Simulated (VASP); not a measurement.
BN:

```
CELL_PARAMETERS angstrom
0.00000 1.81300 1.81300
1.81300 0.00000 1.81300
1.81300 1.81300 0.00000
ATOMIC_POSITIONS crystal
N 0.25000 0.25000 0.25000
B 0.00000 0.00000 0.00000
```

The cell is a database's computed one.

* Program: VASP 6.6.1
* Task: relaxation of cell and atoms
* Functional: HF
* Potentials or basis: VASP PAW PBE potentials, release 64 (N, B)
* Cutoff: 600 eV
* k mesh: 7 × 7 × 7
* Occupations: fermi-dirac, width 0.05 eV
* Spin: no spin polarisation

At the start: pressure -8.6 GPa; volume 5.96 Å³/atom.

Where does the relaxation end?

Over 3 steps the energy falls by 3.3 meV/atom and the volume is 5.84 Å³/atom (-2.0 %); space group F-43m (No. 216, to 0.05 Å).

The path:
| step | energy change (eV) | largest force (eV/Å) | pressure (GPa) | volume (Å³) |
| --- | --- | --- | --- | --- |
| 1 | 0.0000 | 0.0000 | -8.55 | 11.92 |
| 2 | 0.0042 | 0.0000 | 11.73 | 11.38 |
| 3 | -0.0065 | 0.0000 | 0.01 | 11.68 |

Final structure:
```
N B
1.0
     0.00000    1.80073    1.80073
     1.80073    0.00000    1.80073
     1.80073    1.80073    0.00000
N B
1 1
Direct
  0.25000 0.25000 0.25000
  0.00000 0.00000 0.00000
```

Caveat: the k mesh is coarse (spacing up to 0.43 Å⁻¹), so the values aren't converged, least of all with exact exchange; the PAW data sets were made with another functional, which shifts forces and pressure a little.
